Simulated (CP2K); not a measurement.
**GaSb under changes of volume**

One of the cells (28.625 Å³/atom); the others are scaled copies at fixed shape and fractional positions:

```
Sb Ga
1.0
     4.32608    0.00000    0.00000
     2.16304    3.74649    0.00000
     2.16304    1.24883    3.53223
Sb Ga
1 1
Direct
  0.75000 0.75000 0.75000
  0.00000 0.00000 0.00000
```

```yaml
Program: CP2K 2026.2
Functional: LDA
Potentials_or_basis: GTH_POTENTIALS Sb GTH-PADE-q5, Ga GTH-PADE-q13; TZVP-MOLOPT-PBE-GTH basis
Density_cutoff: 6123 eV
k_mesh: 8 × 8 × 8
Occupations: fermi-dirac, width 0.1 eV
Spin: no spin polarisation
```

| volume (Å³/atom) | energy over the lowest point (meV/atom) | pressure (GPa) |
| --- | --- | --- |
| 26.907 | 3.61 | 1.7 |
| 27.480 | 0.00 | 0.4 |
| 28.052 | 0.61 | -0.7 |
| 28.625 | ? | ? |
| 29.197 | 12.67 | -2.6 |
| 29.770 | 23.37 | -3.3 |
| 30.342 | 36.74 | -4.0 |

Question: What does the run at 28.625 Å³/atom give?

Answer: Energy over the lowest point 4.96 meV/atom; pressure -1.7 GPa.

Worked out: A Birch-Murnaghan fit of order 3 (a polynomial in V^(-2/3)) to the other rows has its minimum at 27.68 Å³/atom with B0 = V·E''(V) = 55 GPa and B' = 4.5. It gives 4.97 meV/atom at 28.625 Å³/atom, against the run's 4.96, and -dE/dV = -1.7 GPa, against -1.7.

Energies are extrapolated to zero smearing.

Caveats: the basis of atomic orbitals isn't converged, which shifts pressures, moduli and gaps.
